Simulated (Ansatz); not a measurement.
LiF: how much do the potentials matter?

LiF in the rock-salt structure, relaxed with PBE; each set of potentials at its own relaxed cell, the first one printed.

```xyz
2
Lattice="0.0000 2.0331 2.0331 2.0331 0.0000 2.0331 2.0331 2.0331 0.0000" Properties=species:S:1:pos:R:3 pbc="T T T"
Li    0.0000    0.0000    0.0000
F     2.0331    2.0331    2.0331
```

Computed with Ansatz (plane-wave DFT, scalar-relativistic): PBE; k mesh 6×6×6; fixed occupations; no spin. Phonons (linear response) are harmonic and in cm⁻¹; i marks an unstable mode. Zone-centre lists hold the optical modes without the non-analytic term.

Caveats: coarse k mesh.

The reference is the run on all-electron PAW datasets (no frozen core) at 520 eV and 8.40 Å³ an atom: top Γ mode (cm⁻¹) 268; lowest mode at X = [0.5, 0, 0.5] (cm⁻¹) 239; top mode at X = [0.5, 0, 0.5] (cm⁻¹) 444; mean ε∞ 2.05; mean Born charge of Li (e) 1.05.

Q: The same calculation was made on Ansatz generated PAW, Ansatz hand-made PAW, JTH PAW, PseudoDojo norm-conserving, Ansatz norm-conserving. How far do the results move?

A: 
| potentials | cutoff (eV) | volume (Å³/atom) | top Γ mode (cm⁻¹) | lowest mode at X = [0.5, 0, 0.5] (cm⁻¹) | top mode at X = [0.5, 0, 0.5] (cm⁻¹) | mean ε∞ | mean Born charge of Li (e) |
| --- | --- | --- | --- | --- | --- | --- | --- |
| Ansatz generated PAW | 420 | 8.41 | 266 | 239 | 444 | 2.05 | 1.05 |
| Ansatz hand-made PAW | 1050 | 8.40 | 268 | 239 | 444 | 2.05 | 1.05 |
| JTH PAW | 1500 | 8.45 | 270 | 238 | 445 | 2.04 | 1.05 |
| PseudoDojo norm-conserving | 1143 | 8.37 | 270 | 240 | 447 | 2.04 | 1.05 |
| Ansatz norm-conserving | 1320 | 8.40 | 268 | 239 | 445 | 2.05 | 1.05 |

The largest move among the frequencies in the table is 2.9 cm⁻¹, in the top mode at X = [0.5, 0, 0.5] on PseudoDojo norm-conserving.
